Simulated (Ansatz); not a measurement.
**LiF: the cell at several levels of theory**

The task here is to estimate one member of a computed series from the others.

The runs shown are made with Ansatz 0.2.0. PAW datasets, plane waves, zero pressure. Calculated at 0 K for a non-magnetic cell.

### The structure to begin with

It is hexagonal, P6_3mc (No. 186); conventional cell a = 3.061 Å, c = 4.807 Å, 9.75 Å³ an atom. Around Li lie 4 F at 1.85–1.86 Å; around F lie 4 Li at 1.85–1.86 Å.

As a file:

```cif
data_structure
_symmetry_space_group_name_H-M 'P6_3mc'
_symmetry_Int_Tables_number 186
_cell_length_a 3.0609
_cell_length_b 3.0609
_cell_length_c 4.8073
_cell_angle_alpha 90.000
_cell_angle_beta 90.000
_cell_angle_gamma 120.000
_cell_volume 39.01
loop_
_atom_site_label
_atom_site_type_symbol
_atom_site_symmetry_multiplicity
_atom_site_Wyckoff_symbol
_atom_site_fract_x
_atom_site_fract_y
_atom_site_fract_z
_atom_site_occupancy
Li1 Li 2 b 0.33333 0.66667 0.38115 1
F1 F 2 b 0.33333 0.66667 0.99384 1
```

The first run:

input.yaml reads:

```yaml
crystal:
  lattice:
    - [3.0609398175, 0.0, 0.0]
    - [-1.5304699087, 2.6508516414, 0.0]
    - [0.0, 0.0, 4.80732457]
  atoms:
    - { symbol: Li, position: [0.33333333, 0.66666667, 0.38115426] }
    - { symbol: Li, position: [0.66666667, 0.33333333, 0.88115426] }
    - { symbol: F, position: [0.33333333, 0.66666667, 0.99384374] }
    - { symbol: F, position: [0.66666667, 0.33333333, 0.49384374] }
kpoints:
  mp_grid: { grid: [12, 12, 6] }
hamiltonian:
  xc: pbe
scf:
  occupations: { method: fermi_dirac, width: 0.02 }
relax:
  f_tol: 0.005
  cell: {}
```

Run with:

```bash
ansatz run input.yaml --threads 2 --pin off --max-ram 2211MiB --backend cpu --events-out ev --progress --plain --runs-dir out
```

Among the steps run: Relaxing with PBE; Relaxing with r2SCAN; Relaxation with PBEsol; Relaxation with LDA; Relaxation with HSE06.

One of the session's tables, all rows but one given; the rest of the session is left out.

It belongs to the step «The cells side by side». 

| level | a (Å) | c (Å) | volume (Å³/atom) |
| --- | --- | --- | --- |
| PBE | 3.125 | 4.904 | 10.366 |
| r2SCAN | 3.081 | 4.785 | 9.835 |
| PBEsol | 3.096 | 4.813 | 9.989 |
| LDA | ? | ? | ? |
| HSE06 | 3.087 | 4.839 | 9.985 |

**Question.** Estimate the row for LDA.

As computed: a (Å): 3.030; c (Å): 4.657; volume (Å³/atom): 9.257. In the column «a (Å)» it is the lowest.

The first relaxation changed the volume by +6.3 % from the start. The volume runs from LDA (least) to PBE (most), a spread of 12.0 %, or 3.8 % in length if all axes shared it alike. The meshes differ: PBE 12×12×6, r2SCAN 12×12×6, PBEsol 12×12×6, LDA 12×12×6, HSE06 6×6×4.
